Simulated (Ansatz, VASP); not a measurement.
One calculation of GaAs, two programs

Contents of INCAR:

```
ALGO = Normal ; EDIFF = 1E-6
EDIFFG = -0.001 ; ENCUT = 600
GGA = PE ; IBRION = 2
ISIF = 3 ; ISMEAR = 0
LASPH = True ; LCHARG = False
LREAL = False ; LWAVE = False
NELM = 100 ; NSW = 80
PREC = Accurate ; SIGMA = 0.02
```

The input KPOINTS:

```
k-points
0
Gamma
  12 12 12
```

The input POSCAR:

```
GaAs
1.0
    0.0000000000      2.8726922662      2.8726922662
    2.8726922662      0.0000000000      2.8726922662
    2.8726922662      2.8726922662      0.0000000000
Ga As
1 1
Direct
    0.0000000000      0.0000000000      0.0000000000
    0.7500000000      0.7500000000      0.7500000000
```

Input for Ansatz:

```yaml
crystal:
  lattice:
    - [0.0, 2.8726922755, 2.8726922755]
    - [2.8726922755, 0.0, 2.8726922755]
    - [2.8726922755, 2.8726922755, 0.0]
  atoms:
    - { symbol: Ga, position: [0.0, 0.0, 0.0] }
    - { symbol: As, position: [0.75, 0.75, 0.75] }
basis:
  ecutwfc: 420
kpoints:
  mp_grid: { grid: [12, 12, 12] }
hamiltonian:
  xc: pbe
scf:
  occupations: { method: gaussian, width: 0.02 }
output:
  forces: true
  stress: true
  eigenvalues: true
relax:
  adjacent_minimum: "off"
  f_tol: 0.001
  max_steps: 60
  cell: { stress_tol: 0.01 }
```

Alike in both runs: task relaxation of cell and atoms; functional PBE; k mesh 12 × 12 × 12; occupations gaussian, width 0.02 eV; no spin polarisation.

|  | VASP | Ansatz |
| --- | --- | --- |
| version | VASP 6.6.1 | Ansatz 0.2.0 |
| potentials or method | VASP PAW PBE potentials, release 64 (Ga_d, As) | scalar-relativistic, plane waves, PAW |
| plane-wave cutoff (eV) | 600 | 420 |
| valence electrons in the cell | 18 | 28 |

Ansatz gave:

```
gap on the k mesh at the Fermi level, each at its own relaxed structure (eV) : 0.16
relaxed volume (Å³/atom)                                                     : 23.71
relaxed cell length with the largest relative difference (Å)                 : 4.063
```

Q: What did VASP give for the same quantities?

A: gap on the k mesh at the Fermi level, each at its own relaxed structure (eV): 0.14; relaxed volume (Å³/atom): 23.77; relaxed cell length with the largest relative difference (Å): 4.066.

The two sets of potentials don't hold the same shells in valence.
